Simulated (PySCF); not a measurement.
How good is the calculation?

Atoms are numbered as in `[CH3:1][CH2:2][C:3](=[O:4])[OH:5]` (H(Xn): hydrogen on atom n).

Measured values that the calculation should reproduce: δ ¹³C C2 28.5; C1 9.6; δ ¹H H(C2) 2.36; H(C1) 1.16 ppm (measured; solution, not stated per compound (mostly CDCl3 or CCl4); Pretsch, Buehlmann, Badertscher, Structure Determination of Organic Compounds, 4th ed. (2009)).

[PySCF 2.14.0 with density-fitted response routines: B3LYP/pcSseg-2 with gauge-including orbitals; geometry from PBE0-D3(BJ)/def2-SVP; one computed conformer; non-relativistic; in vacuum; fast rotation and ring inversion assumed for equivalent nuclei]

Task: How close does the calculation come?

Result: 
Reference values: measured (solution, not stated per compound (mostly CDCl3 or CCl4); Pretsch, Buehlmann, Badertscher, Structure Determination of Organic Compounds, 4th ed. (2009)).
```csv
atoms,quantity,reference,computed,"computed, scaled"
C2,δ ¹³C,28.5,28.7,25.5
C1,δ ¹³C,9.6,10.4,8.0
H(C2),δ ¹H,2.36,2.37,2.36
H(C1),δ ¹H,1.16,1.08,1.10
```

Computed shifts are σ(ref) − σ with the named reference compound (TMS for H and C) calculated as an isolated molecule at the same level. The measured values may be among those fitted. Scaled to experiment by linear calibration (H and C: mostly CDCl3 data, vs TMS): ¹³C: δ = 169.21 − 0.955σ (rms 2.4 ppm, 41 shifts); ¹H: δ = 30.47 − 0.969σ (rms 0.18 ppm, 51 shifts). Occasional misses reach two or three times the rms, and more in compound classes unlike the fitted ones. Hydrogens on heteroatoms aren't scaled, only referred to computed TMS.

Task: How far are the unscaled ¹³C shifts from the references?

Result: Mean signed difference +0.50 ppm, mean absolute 0.50 ppm over 2 comparisons; the largest is +0.8 ppm at C1 (methyl carbon).

Task: How far are the unscaled ¹H shifts from the references?

Result: Mean signed difference -0.03 ppm, mean absolute 0.05 ppm over 2 comparisons; the largest is -0.08 ppm at H(C1) (hydrogen on a methyl carbon).

4 of the 9 published NMR values on file for this molecule are compared. The rest: values whose atom or origin is in doubt.
